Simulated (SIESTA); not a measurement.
Runs of SIESTA 5.4.2 on CuCl2. Symmetry: I4/mmm, No. 139, tetragonal system. The conventional cell has a = 4.510 Å, b = 4.510 Å, c = 13.720 Å, α = 90.00°, β = 90.00°, γ = 90.00°. Around Cu (site symmetry 4/mmm) lie 4 Cl at 2.25 Å. Cl (site symmetry mmm) has 2 Cu at 2.25 Å as nearest neighbours. Measurements of this composition are mostly on another form, of space group No. 12.

```tsv
level	U	gap on the mesh (eV)	pressure (GPa)
PBEsol+U	Cu d U = 6 eV	none	0.1
PBEsol+U	Cu d U = 4 eV	none	(a)
PBEsol	-	none	-0.2
PBEsol+U	Cu d U = 2 eV	none	-0.1
```

Alike in all rows: task density of states; potentials or basis PseudoDojo 0.4 standard (PBEsol files), DZP (energy shift 0.003 Ry; two zetas on semicore shells); no spin polarisation; cell as given; k mesh 6 × 6 × 6; smearing fermi-dirac 0.05 eV; grid cutoff 800 Ry; energy shift 0.003 Ry.

**Question.** Fill in the values left out.

**Answer.** (a) 0.0.

Caveats: short orbitals over semicore shells can move pressures by several GPa; the basis of atomic orbitals isn't converged, which shifts pressures, moduli and gaps; an odd number of electrons without spin polarisation forces a metal; a magnetic or distorted state may lie lower; the run has no spin polarisation, though such a crystal can be magnetic; U without spin polarisation on a metal has little footing (some runs); semilocal functionals often make such compounds metallic where correlation or magnetic order opens a gap, which also shifts bond lengths (some runs).

A gap of «none» marks a metal or a gap under the smearing width.
